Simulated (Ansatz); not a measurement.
Reaction (formal hydrolysis of a Ga–O bond): `CC(C)(C)[O][Ga]([F])[Cl]` + H₂O → `[OH][Ga]([F])[Cl]` + `CC(C)(C)O`

Computed with Ansatz on PBE0-D4/def2-TZVP structures; ΔE is electronic, products minus reactants. CCSD(T)/CBS is the MP2 limit (def2-TZVPP, def2-QZVPP) plus CCSD(T) − MP2 in def2-TZVPP, frozen cores. This one scheme is used for every species. DFT in def2-TZVPP. B3LYP here is the variant with VWN-RPA as its local correlation; programs differ in this. For Ga outer-core shells are correlated without core-valence functions, which leaves a few kJ/mol of doubt a bond. Scalar relativity is left out up to krypton. Each species was taken in one conformer, which may not be the lowest.

`CC(C)(C)[O][Ga]([F])[Cl]`:

```xyz
17

C    -0.197    1.189   -0.869
C    -0.053    0.225    0.299
C    -1.247   -0.714    0.377
C     0.121    0.984    1.605
O     1.152   -0.539    0.147
Ga    1.474   -1.606   -1.209
F     0.326   -1.828   -2.508
Cl    3.283   -2.680   -1.335
H    -0.321    0.643   -1.809
H    -1.073    1.829   -0.741
H     0.686    1.828   -0.942
H    -1.112   -1.429    1.191
H    -1.372   -1.262   -0.561
H    -2.169   -0.158    0.560
H    -0.755    1.602    1.811
H     0.258    0.285    2.432
H     0.999    1.630    1.552
```

H₂O:

Z-matrix (Å, degrees):
```
O
H 1 0.960
H 1 0.960 2 105.1
```

`[OH][Ga]([F])[Cl]`:

Cartesian coordinates in Å:
```
O 0.080 1.339 -0.381
Ga 0.242 -0.369 0.015
F 1.770 -1.119 -0.307
Cl -1.304 -1.545 0.851
H -0.789 1.694 -0.178
```

`CC(C)(C)O`:

Z-matrix (Å, degrees):
```
C
C 1 1.523
H 1 1.093 2 111.3
H 1 1.092 2 110.2 3 120.5
H 1 1.095 2 110.7 3 -119.7
C 2 1.517 1 110.8 3 -61.9
C 2 1.523 1 110.7 3 61.4
O 2 1.426 1 109.7 3 -177.5
H 6 1.092 2 110.2 1 -178.1
H 6 1.092 2 110.2 1 -58.7
H 6 1.092 2 110.8 1 61.6
H 7 1.093 2 111.3 1 -61.3
H 7 1.092 2 110.2 1 178.2
H 7 1.095 2 110.7 1 58.4
H 8 0.961 2 108.1 1 -60.8
```

```
             level  ΔE (kJ/mol)  difference from CCSD(T)/CBS
            PBE-D4          4.2                         -4.2
          B3LYP-D4          7.0                         -1.4
        r2SCANh-D4          2.8                         -5.6
      CAM-B3LYP-D4          4.0                         -4.4
          PBE-QIDH          1.3                         -7.1
              BLYP         -7.6                        -16.0
             BHLYP         -5.8                        -14.2
         CAM-B3LYP         -4.5                        -12.9
      MP2/def2-SVP          6.6                         -1.8
    MP2/def2-TZVPP          7.9                         -0.5
   CCSD/def2-TZVPP          4.0                         -4.4
CCSD(T)/def2-TZVPP          6.9                         -1.5
    MP2/def2-QZVPP          8.7                          0.3
SCS-MP2/def2-QZVPP          4.7                         -3.7
     MP2/CBS(def2)          9.4                          1.0
    CCSD/CBS(def2)          5.5                         -2.9
       CCSD(T)/CBS          8.4                            0
```

Largest T1 diagnostic among the species: 0.014.

The D4 term adds +13.4 kJ/mol with B3LYP and +7.9 kJ/mol with PBE0; it sums over pairs of atoms, weighted by their polarisabilities, and B3LYP, whose exchange is more repulsive, gets the larger term. Leaving LDA and LC-ωPBE aside and taking each functional with its dispersion term where it has one, the values, not all of them listed here, spread over 9.3 kJ/mol, from B2PLYP to BLYP-D4. LDA lies +8.3 kJ/mol from PBE without D4. In def2-TZVPP, CCSD(T) changes the Hartree–Fock value by +16.8 kJ/mol (the triples alone add +2.9 kJ/mol) and MP2 by +17.8 kJ/mol.

CCSD(T)/CBS has its own doubt, a few kJ/mol and more with outer-core shells, so smaller differences from it don't rank the levels.
